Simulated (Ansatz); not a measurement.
# Si/ZnS/CoSi2: a contact from a semiconductor to a metal, part 2 of 2

Wanted: barrier heights, local density of states and T(E) for Si/ZnS/CoSi2. The semiconductor is Si diamond(111), undoped, with its far face capped by hydrogen, and the metal is CoSi2 fluorite(111), with ZnS wurtzite(0001) between them (whole bilayers). After relaxation the nearest pair at the metal is Si–Zn at 2.43 Å, along the normal. The common net has a side of 3.85 Å, which strains the semiconductor by -0.5 %, the layer between by +0.0 % and the metal by +1.6 %, against typed lattice constants near PBE's. The first steps treat the bulk crystals alone.

Ansatz 0.2.0; PBE DFT, plane waves, PAW files (the session's first sound run).

So far. Step 4 (Relaxing the interfaces): The largest force component on a free atom ends at 0.014 eV/Å. The work functions of the outer faces are 3.82 and 4.06 eV. Step 5 (T(E) from the semiconductor into the metal, atomic …): The semiconductor's channels close between -0.45 and +0.15 eV. In the worse lead the potential repeats within 38 meV, which the program flags as too much for a lead, so the lead is short or a field runs through it.

### Step 6. The contact's transmission, atomic planes in the barrier 8, gap between the electrodes 15.11 Å

System of this step: Si/ZnS/CoSi2. The cell holds 56 atoms: 38 Si, 4 S, 4 Zn, 9 Co and 1 H. Its edges and angles: a = 3.850 Å, b = 3.850 Å, c = 99.564 Å, α = 90.0°, β = 90.0°, γ = 120.0°. Regions: left electrode, 20 atoms (20 Si); barrier, 8 atoms (4 S and 4 Zn); right electrode, 27 atoms (18 Si and 9 Co). Vacuum lies along c.

A thicker layer between them.

File input.yaml:

```yaml
crystal:
  lattice:
    - [3.85, 0.0, 0.0]
    - [-1.925, 3.3341978046, 0.0]
    - [0.0, 0.0, 99.5639820048]
  atoms:
    - { symbol: Si, position: [0.66666667, 0.33333333, 0.1556787875] }
    - { symbol: Si, position: [0.0, 0.0, 0.1636762259] }
    - { symbol: Si, position: [0.0, 0.0, 0.1874564699] }
    - { symbol: Si, position: [0.33333333, 0.66666667, 0.1954539083] }
    - { symbol: Si, position: [0.33333333, 0.66666667, 0.2192341523] }
    - { symbol: Si, position: [0.66666667, 0.33333333, 0.2272315907] }
    - { symbol: Si, position: [0.66666667, 0.33333333, 0.2510118347] }
    - { symbol: Si, position: [0.0, 0.0, 0.2590092731] }
[... 44 atom lines left out ...]
    - { symbol: Si, position: [0.66666667, 0.33333333, 0.8444877146] }
    - { symbol: Co, position: [0.0, 0.0, 0.8519373081] }
    - { symbol: Si, position: [0.33333333, 0.66666667, 0.8593869016] }
    - { symbol: H, position: [0.66666667, 0.33333333, 0.1406130984] }
kpoints:
  mp_grid: { grid: [8, 8, 1] }
scf:
  occupations: { method: fermi_dirac, width: 0.1 }
  max_iter: 150
hamiltonian:
  xc: pbe
efield:
  axis: 3
  dipole_correction: true
output:
  transmission:
    kmesh: [12, 12]
    e_range: [-2.5, 2.5]
    de: 0.05
    leads: [[8, 10], [41, 44]]
  dos: { projected: true, e_range: [-6, 5], de: 0.05 }
  write_potential: true
  write_density: true
  volumetric_format: npy
```

Run with:

```bash
> ansatz run input.yaml --threads 8 --pin off --max-ram 24576MiB --backend cpu --events-out ev --progress --plain --runs-dir out
```

Elapsed: 4.6 min, on 8 threads of Arm Neoverse V2, shared host; peak memory 11 GiB.

This step gave:

* free energy: -87212.6542 eV
* Fermi energy: 5.259 eV
* potential step in the lower lead: 40.1 meV
* potential step in the upper lead: 8.2 meV
* work function, upper face: 4.956 eV
* work function, lower face: 4.217 eV
* dipole moment: -0.05243 e·Å
* dipole field: -0.007423 V/Å

One spin. Table of transmission, zone mean by energy, zero at the Fermi level:

| energy (eV) | transmission, zone mean |
| --- | --- |
| -2.50 | 0.0402 |
| -2.35 | 0.0887 |
| -2.25 | 0.0603 |
| -2.10 | 0.00704 |
| -1.95 | 0.0108 |
| -1.80 | 0.00831 |
| -1.70 | 7.1e-4 |
| -1.55 | 7.0e-4 |
| -1.40 | 1.6e-4 |
| -1.30 | 1.3e-4 |
| -1.15 | 1.1e-4 |
| -1.00 | 9.3e-5 |
| -0.90 | 9.3e-5 |
| -0.75 | 8.9e-5 |
| -0.60 | 6.5e-5 |
| -0.45 | 8.1e-12 |
| -0.35 | 0 |
| -0.20 | 0 |
| -0.05 | 0 |
| 0.00 | 0 |
| 0.05 | 0 |
| 0.20 | 0 |
| 0.35 | 5.5e-6 |
| 0.45 | 3.3e-5 |
| 0.60 | 3.4e-5 |
| 0.75 | 2.0e-4 |
| 0.90 | 2.1e-4 |
| 1.00 | 0.00410 |
| 1.15 | 0.0123 |
| 1.30 | 0.00130 |
| 1.40 | 0.00160 |
| 1.55 | 0.0326 |
| 1.70 | 0.0792 |
| 1.80 | 0.140 |
| 1.90 | 0.147 |
| 1.95 | 0.120 |
| 2.05 | 0.213 |
| 2.10 | 0.187 |
| 2.20 | 0.229 |
| 2.25 | 0.201 |
| 2.35 | 0.249 |
| 2.50 | 0.282 |

One spin. The open channels, zone mean by energy, zero at the Fermi level:

```csv
energy (eV),lower lead,upper lead
-2.400,1.63,1.06
-2.200,1.59,1.44
-2.000,1.47,1.55
-1.800,1.34,2
-1.600,0.979,1.96
-1.400,0.729,1.32
-1.200,0.562,1.72
-1.000,0.312,1.63
-0.800,0.188,1.67
-0.600,0.146,1.90
-0.400,0,1.83
-0.200,0,1.60
0.000,0,1.27
0.200,0.0417,1.15
0.400,0.208,0.979
0.600,0.417,0.903
0.800,0.667,0.681
1.000,0.833,0.597
1.200,1.07,0.597
1.400,1.40,0.514
1.600,1.94,0.882
1.800,2.11,0.924
2.000,2.28,1.26
2.200,2.03,1.72
2.400,1.83,1.92
```

Projected DOS an atom over height of the atomic layer and energy from the Fermi level. Layers: H Si Si Si Si Si Si Si Si Si Si Si Si Si Si Si Si Si Si Si Si S Zn S Zn S Zn S Zn Si Co Si Si Co Si Si Co Si Si Co Si Si Co Si Si Co Si Si Co Si Si Co Si Si Co Si; projections on atoms miss part of the total, and the computed bands can run out at the top of the range; a column is the mean of 4 neighbouring layers, the last of those left over.

Ten even steps from '0' (0.00 states/eV) to '9' (2.29 states/eV), each cell a mean:
```
00000000000000
11111001111111
11111002222222
23322101111111
22222111111111
22222111222221
12222100111111
01112100000001
00001101000001
00000001111111
00000002121123
00000003243343
01100004363365
12221004595594
22222023342243
22223132232232
22333241222232
22222332344443
22222322222221
11111311111111
00001211111110
00001211111110
```
Columns: height of the atomic layer (Å) from 16.1 to 84.2 (not evenly spaced); rows upwards: energy from the Fermi level (eV) from -6 to 5.

The semiconductor's channels close between -0.45 and +0.15 eV. In the worse lead the potential repeats within 40 meV, which the program flags as too much for a lead, so the lead is short or a field runs through it.

### Step 7. The contact's transmission, atomic planes in the barrier 12, gap between the electrodes 21.45 Å

System of this step: Si/ZnS/CoSi2. The cell holds 60 atoms: 38 Si, 6 S, 6 Zn, 9 Co and 1 H. Cell: a = 3.850 Å, b = 3.850 Å, c = 105.904 Å, α = 90.0°, β = 90.0°, γ = 120.0°. Regions: left electrode, 20 atoms (20 Si); barrier, 12 atoms (6 S and 6 Zn); right electrode, 27 atoms (18 Si and 9 Co). Vacuum lies along c.

File input.yaml:

```yaml
crystal:
  lattice:
    - [3.85, 0.0, 0.0]
    - [-1.925, 3.3341978046, 0.0]
    - [0.0, 0.0, 105.9037273026]
  atoms:
    - { symbol: Si, position: [0.66666667, 0.33333333, 0.1463593435] }
    - { symbol: Si, position: [0.0, 0.0, 0.1538780289] }
    - { symbol: Si, position: [0.0, 0.0, 0.1762347093] }
    - { symbol: Si, position: [0.33333333, 0.66666667, 0.1837533947] }
    - { symbol: Si, position: [0.33333333, 0.66666667, 0.2061100752] }
    - { symbol: Si, position: [0.66666667, 0.33333333, 0.2136287606] }
    - { symbol: Si, position: [0.66666667, 0.33333333, 0.235985441] }
    - { symbol: Si, position: [0.0, 0.0, 0.2435041264] }
[... 48 atom lines left out ...]
    - { symbol: Si, position: [0.66666667, 0.33333333, 0.8537971913] }
    - { symbol: Co, position: [0.0, 0.0, 0.8608008276] }
    - { symbol: Si, position: [0.33333333, 0.66666667, 0.867804464] }
    - { symbol: H, position: [0.66666667, 0.33333333, 0.132195536] }
kpoints:
  mp_grid: { grid: [8, 8, 1] }
scf:
  occupations: { method: fermi_dirac, width: 0.1 }
  max_iter: 150
hamiltonian:
  xc: pbe
efield:
  axis: 3
  dipole_correction: true
output:
  transmission:
    kmesh: [12, 12]
    e_range: [-2.5, 2.5]
    de: 0.05
    leads: [[8, 10], [45, 48]]
  dos: { projected: true, e_range: [-6, 5], de: 0.05 }
  write_potential: true
  write_density: true
  volumetric_format: npy
```

Elapsed: 6.1 min, on 8 threads; peak memory 13 GiB.

One spin. Table of transmission, zone mean by energy, zero at the Fermi level:

```csv
energy (eV),"transmission, zone mean"
-2.400,0.00146
-2.200,0.00777
-2.000,0.00206
-1.800,4.7e-4
-1.600,9.1e-5
-1.400,1.8e-5
-1.200,1.4e-5
-1.000,1.3e-5
-0.800,1.3e-5
-0.600,1.3e-5
-0.400,0
-0.200,0
0.000,0
0.200,0
0.400,4.0e-7
0.600,1.6e-6
0.800,9.4e-6
1.000,2.7e-5
1.200,5.7e-5
1.400,2.8e-4
1.600,0.0224
1.800,0.0306
1.850,0.0724
2.000,0.0345
2.150,0.0812
2.200,0.0534
2.400,0.104
```

The semiconductor's channels close between -0.45 and +0.15 eV. In the worse lead the potential repeats within 40 meV, which the program flags as too much for a lead, so the lead is short or a field runs through it.

### Step 8. The series together

Times are for 8 threads of Arm Neoverse V2, shared host. The series side by side:

| no. | gap between the electrodes (Å) | potential step in the lower lead (meV) | time | memory (GiB) |
| --- | --- | --- | --- | --- |
| 1 | 8.77 | 38 | 3.5 min | 9.7 |
| 2 | 15.11 | 40.1 | 4.6 min | 11 |
| 3 | 21.45 | 40.2 | 6.1 min | 13 |

The runs together. The transmission, zone mean by energy, zero at the Fermi level:

| energy (eV) | 8.77 | 15.11 | 21.45 |
| --- | --- | --- | --- |
| -2.50 | 0.201 | 0.0402 | 0.00235 |
| -2.35 | 0.136 | 0.0887 | 0.0101 |
| -2.25 | 0.0614 | 0.0603 | 0.0158 |
| -2.10 | 0.0218 | 0.00704 | 0.00338 |
| -1.95 | 0.0175 | 0.0108 | 8.0e-4 |
| -1.80 | 0.0124 | 0.00831 | 4.7e-4 |
| -1.70 | 0.0108 | 7.1e-4 | 7.1e-5 |
| -1.55 | 0.0124 | 7.0e-4 | 6.5e-5 |
| -1.40 | 0.00676 | 1.6e-4 | 1.8e-5 |
| -1.30 | 0.00289 | 1.3e-4 | 1.6e-5 |
| -1.15 | 0.00167 | 1.1e-4 | 1.4e-5 |
| -1.00 | 0.00114 | 9.3e-5 | 1.3e-5 |
| -0.90 | 0.00133 | 9.3e-5 | 1.3e-5 |
| -0.75 | 8.3e-4 | 8.9e-5 | 1.4e-5 |
| -0.60 | 4.4e-4 | 6.5e-5 | 1.3e-5 |
| -0.45 | 1.5e-8 | 8.1e-12 | 6.8e-15 |
| -0.35 | 0 | 0 | 0 |
| -0.20 | 0 | 0 | 0 |
| -0.05 | 0 | 0 | 0 |
| 0.00 | 0 | 0 | 0 |
| 0.05 | 0 | 0 | 0 |
| 0.20 | 0 | 0 | 0 |
| 0.35 | 8.7e-4 | 5.5e-6 | 8.2e-7 |
| 0.45 | 0.00277 | 3.3e-5 | 1.5e-6 |
| 0.60 | 6.6e-4 | 3.4e-5 | 1.6e-6 |
| 0.75 | 0.00175 | 2.0e-4 | 1.3e-4 |
| 0.90 | 0.00481 | 2.1e-4 | 7.1e-5 |
| 1.00 | 0.00417 | 0.00410 | 2.7e-5 |
| 1.15 | 0.00444 | 0.0123 | 4.2e-5 |
| 1.30 | 0.0383 | 0.00130 | 1.4e-4 |
| 1.40 | 0.0335 | 0.00160 | 2.8e-4 |
| 1.55 | 0.0683 | 0.0326 | 0.0294 |
| 1.70 | 0.157 | 0.0792 | 0.0237 |
| 1.80 | 0.205 | 0.140 | 0.0306 |
| 1.95 | 0.253 | 0.120 | 0.0415 |
| 2.10 | 0.194 | 0.187 | 0.0474 |
| 2.25 | 0.292 | 0.201 | 0.0509 |
| 2.35 | 0.363 | 0.249 | 0.0827 |
| 2.45 | 0.530 | 0.263 | 0.139 |
| 2.50 | 0.479 | 0.282 | 0.255 |

### Step 9. The first cell with another functional, cutoff 500 eV

This step: r2SCAN DFT, plane waves, PAW files; ballistic transmission by layer matching between semi-infinite leads (Ansatz 0.2.0).

System of this step: Si/ZnS/CoSi2. The cell holds 52 atoms: 38 Si, 2 S, 2 Zn, 9 Co and 1 H. Its edges and angles: a = 3.850 Å, b = 3.850 Å, c = 93.224 Å, α = 90.0°, β = 90.0°, γ = 120.0°. Regions: left electrode, 20 atoms (20 Si); barrier, 4 atoms (2 S and 2 Zn); right electrode, 27 atoms (18 Si and 9 Co). Vacuum lies along c.

r2SCAN opens the gap somewhat, so the first cell is run again with it to see how the barriers share the change.

File input.yaml:

```yaml
crystal:
  lattice:
    - [3.85, 0.0, 0.0]
    - [-1.925, 3.3341978046, 0.0]
    - [0.0, 0.0, 93.2242367071]
  atoms:
    - { symbol: Si, position: [0.66666667, 0.33333333, 0.1662657754] }
    - { symbol: Si, position: [0.0, 0.0, 0.1748070822] }
    - { symbol: Si, position: [0.0, 0.0, 0.2002045096] }
    - { symbol: Si, position: [0.33333333, 0.66666667, 0.2087458165] }
    - { symbol: Si, position: [0.33333333, 0.66666667, 0.2341432439] }
    - { symbol: Si, position: [0.66666667, 0.33333333, 0.2426845508] }
    - { symbol: Si, position: [0.66666667, 0.33333333, 0.2680819782] }
    - { symbol: Si, position: [0.0, 0.0, 0.276623285] }
[... 40 atom lines left out ...]
    - { symbol: Si, position: [0.66666667, 0.33333333, 0.8339120498] }
    - { symbol: Co, position: [0.0, 0.0, 0.8418682554] }
    - { symbol: Si, position: [0.33333333, 0.66666667, 0.849824461] }
    - { symbol: H, position: [0.66666667, 0.33333333, 0.150175539] }
kpoints:
  mp_grid: { grid: [8, 8, 1] }
scf:
  occupations: { method: fermi_dirac, width: 0.1 }
  max_iter: 150
hamiltonian:
  xc: r2scan
efield:
  axis: 3
  dipole_correction: true
output:
  transmission:
    kmesh: [12, 12]
    e_range: [-2.5, 2.5]
    de: 0.05
    leads: [[8, 10], [37, 40]]
  dos: { projected: true, e_range: [-6, 5], de: 0.05 }
  write_potential: true
  write_density: true
  volumetric_format: npy
```

It took 6.1 min on 8 threads; peak memory 14 GiB; 46 min of CPU time.

This step gave:

```yaml
free_energy: -78958.7607 eV
fermi_energy: 5.104 eV
potential_step_in_the_lower_lead: 39.9 meV
potential_step_in_the_upper_lead: 10.3 meV
work_function_upper_face: 5.113 eV
work_function_lower_face: 4.174 eV
dipole_moment: -0.06667 e·Å
dipole_field: -0.01008 V/Å
```

One spin. Transmission, zone mean against energy, zero at the Fermi level:

```
energy (eV)  transmission, zone mean
     -2.400                   0.0556
     -2.200                   0.0103
     -2.000                   0.0157
     -1.800                  0.00798
     -1.600                  0.00864
     -1.400                  0.00169
     -1.200                   5.4e-4
     -1.000                   4.2e-4
     -0.800                   2.4e-4
     -0.600                        0
     -0.400                        0
     -0.200                        0
      0.000                        0
      0.200                        0
      0.400                   6.3e-4
      0.600                  0.00123
      0.800                  0.00330
      1.000                  0.00384
      1.200                  0.00241
      1.400                   0.0232
      1.600                    0.118
      1.800                   0.0991
      2.000                    0.183
      2.200                    0.198
      2.250                    0.224
      2.400                    0.192
```

One spin. The open channels, zone mean by energy, zero at the Fermi level:

```csv
energy (eV),lower lead,upper lead
-2.400,1.51,1.15
-2.200,1.30,1.31
-2.000,1.13,1.53
-1.800,0.938,1.88
-1.600,0.604,2.10
-1.400,0.562,1.28
-1.200,0.312,1.55
-1.000,0.188,1.47
-0.800,0.146,1.88
-0.600,0,1.88
-0.400,0,1.83
-0.200,0,1.48
0.000,0,1.27
0.200,0.0417,1.23
0.400,0.208,0.979
0.600,0.333,0.979
0.800,0.583,0.896
1.000,0.833,0.611
1.200,0.979,0.597
1.400,1.36,0.472
1.600,1.65,0.431
1.800,2.07,0.590
2.000,2.15,0.799
2.200,2.26,1.22
2.400,2.03,1.34
```

Projected DOS an atom over height of the atomic layer and energy from the Fermi level. Layers: H Si Si Si Si Si Si Si Si Si Si Si Si Si Si Si Si Si Si Si Si S Zn S Zn Si Co Si Si Co Si Si Co Si Si Co Si Si Co Si Si Co Si Si Co Si Si Co Si Si Co Si; projections on atoms miss part of the total, and the computed bands can run out at the top of the range; a column is the mean of 4 neighbouring layers, the last of those left over.

Ten even steps from '0' (0.00 states/eV) to '9' (2.39 states/eV), each cell a mean:
```
0000000000000
1111101111111
1211101111111
2222211000011
1222211111111
2222211222221
1222210000001
0111210000001
0000110000000
0000001010011
0000001121122
0000003243343
0000003353355
1111005595594
1222102242243
2222222222222
2222221222122
2222221343333
1222232332232
2112221111111
0000121111111
0000121101110
```
Columns: height of the atomic layer (Å) from 16.1 to 77.9 (not evenly spaced); rows upwards: energy from the Fermi level (eV) from -6 to 5.

The semiconductor's channels close between -0.65 and +0.20 eV. In the worse lead the potential repeats within 40 meV, which the program flags as too much for a lead, so the lead is short or a field runs through it.

### Step 10. Outcome

```
valence edge of the semiconductor lead against the Fermi level, 4 planes     : -0.45 eV
conduction edge of the semiconductor lead against the Fermi level, 4 planes  : +0.15 eV
valence edge of the semiconductor lead against the Fermi level, 8 planes     : -0.45 eV
conduction edge of the semiconductor lead against the Fermi level, 8 planes  : +0.15 eV
valence edge of the semiconductor lead against the Fermi level, 12 planes    : -0.45 eV
conduction edge of the semiconductor lead against the Fermi level, 12 planes : +0.15 eV
valence edge of the semiconductor lead against the Fermi level, r2SCAN       : -0.65 eV
conduction edge of the semiconductor lead against the Fermi level, r2SCAN    : +0.20 eV
```

In words: The metal's Fermi level lies in the gap of the semiconductor, 0.15 eV under the first conduction channel and 0.45 eV over the last valence one, as read in the lead, away from the contact; bands can bend on the way there. The edges are read from the typed mesh and energy grid, to 0.05 eV at best; the semiconductor's potential still steps by 38 meV a period, so they depend on where the lead is cut. Adding 8 atomic planes to the layer under the metal moves the conduction edge by +0.00 eV, about one grid step or less. r2SCAN moves the edges to -0.65 and +0.20 eV, 0.85 eV apart on the grid against 0.60 eV. The semiconductor is undoped and only a few nanometres thick, with its far face capped by hydrogen. A semilocal functional narrows gaps, and the two barriers add up to the gap, so their sum is too small. No spin-orbit coupling, phonons, disorder or image charges enter; the interfaces are ordered, one cell wide and lattice-matched by strain. Semilocal gaps are too small, which can bring a band edge of the barrier nearer to the Fermi level than it is.

[Logs are printed without paths, hosts, clocks, repeated set-up lines and the standing remarks that a program may print on its own settings, such as how far it seeks lower states.]

[Hosts, paths, dates, database ids (printed as entryN), source tags and the programs' standing remarks are cut or masked in the printed files.]
